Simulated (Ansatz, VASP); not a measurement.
This is a calculation of BiTe for VASP 6.6.1.

INCAR

```
SYSTEM = BiTe
PREC     = Accurate       ! precision mode
ENCUT    = 520            ! plane-wave cutoff, eV
EDIFF    = 1E-6           ! SCF threshold, eV
ISMEAR   = -1             ! smearing method
SIGMA    = 0.05           ! smearing width, eV
LREAL    = .FALSE.        ! projectors in reciprocal space
LASPH    = .TRUE.         ! aspherical terms in the spheres
NELM     = 80             ! most SCF steps
ALGO     = Normal         ! electronic algorithm
ISIF     = 2              ! what is computed and relaxed
LWAVE    = .FALSE.        ! write WAVECAR
LCHARG   = .TRUE.         ! write CHGCAR
GGA      = PS             ! functional
LELF     = .TRUE.         ! ELF
LVHAR    = .TRUE.       
NBANDS   = 18             ! bands
```

File KPOINTS:

```
Automatic mesh
0
G
  7 7 7
  0 0 0
```

File POSCAR:

```
BiTe
1.0
    0.0000000000      3.2775706714      3.2775706714
    3.2775706714      0.0000000000      3.2775706714
    3.2775706714      3.2775706714      0.0000000000
Bi Te
1 1
Direct
    0.0000000000      0.0000000000      0.0000000000
    0.5000000000      0.5000000000      0.5000000000
```

Potentials or basis: VASP PAW PBE potentials, release 64 (Bi_d, Te).

Run with:

```bash
$ cat potpaw_PBE.64/Bi_d/POTCAR potpaw_PBE.64/Te/POTCAR > POTCAR
$ mpirun -np 1 vasp_std > vasp.out
```

Set up the same calculation for Ansatz 0.2.0. Potentials there: all-electron LAPW, scalar-relativistic.

As run (the cutoff follows the program's own potentials):

Contents of input.yaml:

```yaml
crystal:
  lattice:
    - [0.0, 3.2775706714, 3.2775706714]
    - [3.2775706714, 0.0, 3.2775706714]
    - [3.2775706714, 3.2775706714, 0.0]
  atoms:
    - { symbol: Bi, position: [0.0, 0.0, 0.0] }
    - { symbol: Te, position: [0.5, 0.5, 0.5] }
kpoints:
  mp_grid: { grid: [7, 7, 7] }
scf:
  occupations: { method: fermi_dirac, width: 0.05 }
hamiltonian:
  xc: pbesol
  pseudopotentials: { kind: all_electron, lapw: { basis_error: 0.0005 } }
output:
  forces: true
  stress: true
  eigenvalues: true
```

Potentials or basis: all-electron LAPW, scalar-relativistic.

Command:

```sh
$ ansatz run input.yaml --threads 1 --pin off --max-ram 3072MiB --backend cpu --events-out ev --progress --plain --runs-dir out
```

Both were run:

|  | VASP | Ansatz | Ansatz less VASP |
| --- | --- | --- | --- |
| gap on the k mesh at the Fermi level (eV) | none | none | - |
| pressure (GPa) | -3.2 | -3.2 | +0.05 |

A gap of «none» marks a metal or a gap that the smearing closes. Ansatz ran all-electron here, so the differences hold the error of VASP's frozen core and of both bases.

Caveats: spin-orbit coupling is left out, which moves the levels of the heavy elements; the PAW data sets were made with another functional, which shifts forces and pressure a little (VASP).
